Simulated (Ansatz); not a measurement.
# Cu12Si: the cost of one run

Computed with Ansatz 0.2.0 (DFT PBE, scalar-relativistic, plane waves, PAW, unless a step's input says otherwise).

3 further runs of the same task are left out: 1 that didn't finish, 2 set aside as unsound or not needed.

**1. The structure to begin with**

Symmetry: Fm-3m, No. 225, cubic system. The conventional cell has a = 3.615 Å, b = 3.615 Å, c = 3.615 Å, α = 90.00°, β = 90.00°, γ = 90.00°. Cu (site symmetry m-3m) is surrounded by 12 Cu at 2.56 Å.

Structure file:

```xyz
1
Lattice="0.0000 1.8075 1.8075 1.8075 0.0000 1.8075 1.8075 1.8075 0.0000" Properties=species:S:1:pos:R:3 pbc="T T T"
Cu    0.0000    0.0000    0.0000
```

Source of the structure: the Crystallography Open Database.

**8. Setting up the map**

Atoms count from 1 in the order of the input.

Si is moved over the surface cell; relaxed at each place: the height of the adsorbate's atoms; substrate rigid; the origin of the map has the adsorbate above Cu9.

First coordinate, position of Si13 along the first surface vector, from above Cu9: 6 values from 0.000 to 0.833, periodic. Second coordinate, position of Si13 along the second surface vector, from above Cu9: 6 values from 0.000 to 0.833, periodic.

Relaxed at each point: the height of the adsorbate's atoms; substrate rigid. Points are written as (first, second).

The two vectors of the plane (Å): (2.567, 0.000, 0.000); (0.000, 2.567, 0.000).

(The set-up runs are not shown.)

**9. Point (0/6, 0/6) of the map's two axes**

input.yaml

```yaml
crystal:
  lattice:
    - [5.1332392713, 0.0, 0.0]
    - [0.0, 5.1332392713, 0.0]
    - [0.0, 0.0, 19.0289058448]
  atoms:
    - { symbol: Cu, position: [0.25, 0.25, 0.210206516] }
    - { symbol: Cu, position: [0.25, 0.75, 0.210206516] }
    - { symbol: Cu, position: [0.75, 0.25, 0.210206516] }
    - { symbol: Cu, position: [0.75, 0.75, 0.210206516] }
    - { symbol: Cu, position: [0.0, 0.0, 0.302934327] }
    - { symbol: Cu, position: [0.0, 0.5, 0.302934327] }
    - { symbol: Cu, position: [0.5, 0.0, 0.302934327] }
    - { symbol: Cu, position: [0.5, 0.5, 0.302934327] }
    - { symbol: Cu, position: [0.25, 0.25, 0.3956562666] }
    - { symbol: Cu, position: [0.25, 0.75, 0.3956562666] }
    - { symbol: Cu, position: [0.75, 0.25, 0.3956562666] }
    - { symbol: Cu, position: [0.75, 0.75, 0.3956562666] }
    - { symbol: Si, position: [0.25, 0.25, 0.5238822414] }
basis:
  ecutwfc: 420
kpoints:
  mp_grid: { grid: [5, 5, 1] }
hamiltonian:
  xc: pbe
scf:
  occupations: { method: gaussian, width: 0.1 }
output:
  forces: true
  eigenvalues: true
relax:
  adjacent_minimum: "off"
  f_tol: 0.025
  max_steps: 16
  constraints:
    - { sites: [0, 1, 2, 3, 4, 5, 6, 7, 8, 9, 10, 11] }
    - { sites: [12], fix: xy }
efield:
  axis: 3
  dipole_correction: true
  ramp_width: 0.04
```

The run is started by

```
ansatz run input.yaml --threads 8 --pin off --max-ram 22528MiB --backend cpu --events-out ev --progress --plain --runs-dir out
```

**Question.** How long does this run take on 8 threads of Intel Xeon Gold 6455B (Sapphire Rapids), shared host, and how much memory does it need?

About 15 s, with a peak of 2.1 GiB.
